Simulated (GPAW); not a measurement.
CdS (Greenockite):

```
CELL_PARAMETERS angstrom
4.15000 0.00000 0.00000
-2.07500 3.59401 0.00000
0.00000 0.00000 6.73700
ATOMIC_POSITIONS crystal
Cd 0.66667 0.33333 0.50000
Cd 0.33333 0.66667 0.00000
S 0.66667 0.33333 0.87500
S 0.33333 0.66667 0.37500
```

Base run:

```yaml
Program: GPAW 26.7.0
Functional: LDA
Potentials_or_basis: the program's PAW data sets (release 1.2.1) made for this functional, newer versions
Cutoff: 600 eV
Basis: pw
k_mesh: 5 × 5 × 3
Occupations: fermi-dirac, width 0.05 eV
Spin: no spin polarisation
```

Its results: band gap on the k mesh 0.89 eV, direct; pressure -3.3 GPa; largest force 0.057 eV/Å.

Task: The run is repeated on the same cell with these changes: cutoff from 600 eV to 450 eV; k mesh from 5 × 5 × 3 to 6 × 6 × 3. What comes out?

Result: Band gap on the k mesh 0.89 eV, direct; pressure -4.2 GPa; largest force 0.060 eV/Å.

Caveats: the cutoff is short for stress and forces, so pressures can be off by a GPa or more (some runs); an odd mesh through Γ misses points on the zone boundary, where band edges often lie (some runs).

Not every run made on this cell is shown here.
